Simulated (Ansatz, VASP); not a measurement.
**Pd in VASP and in Ansatz**

```
Pd
1.0
     0.00000    1.84766    1.89628
     1.84766    0.00000    1.89628
     1.84766    1.84766    0.00000
Pd
1
Direct
  0.00000 0.00000 0.00000
```

Change from the starting cell: strain -0.050 along x and y, -0.025 along z, atoms carried along.

Alike in both runs: task single point; functional PBE; k mesh 20 × 20 × 20; occupations gaussian, width 0.15 eV; no spin polarisation.

|  | VASP | Ansatz |
| --- | --- | --- |
| version | VASP 6.6.1 | Ansatz 0.2.0 |
| potentials or method | VASP PAW PBE potentials, release 64 (Pd) | scalar-relativistic, plane waves, PAW |
| plane-wave cutoff (eV) | 520 | 420 |
| valence electrons in the cell | 10 | 18 |

Ansatz gave:

```
gap on the k mesh at the Fermi level (eV)       : none
pressure (GPa)                                  : 45.0
largest component of the traceless stress (GPa) : 1.95
```

Task: What did VASP give for the same quantities?

Result: gap on the k mesh at the Fermi level (eV): none; pressure (GPa): 44.4; largest component of the traceless stress (GPa): 1.92.

A gap of «none» marks a metal or a gap that the smearing closes. The functional is the same, so the differences come from potentials, cutoffs and numerics. The two sets of potentials don't hold the same shells in valence.

Caveats: so large a pressure means that the cell lies far from this level's equilibrium, or that cutoff or potentials fall short (VASP).
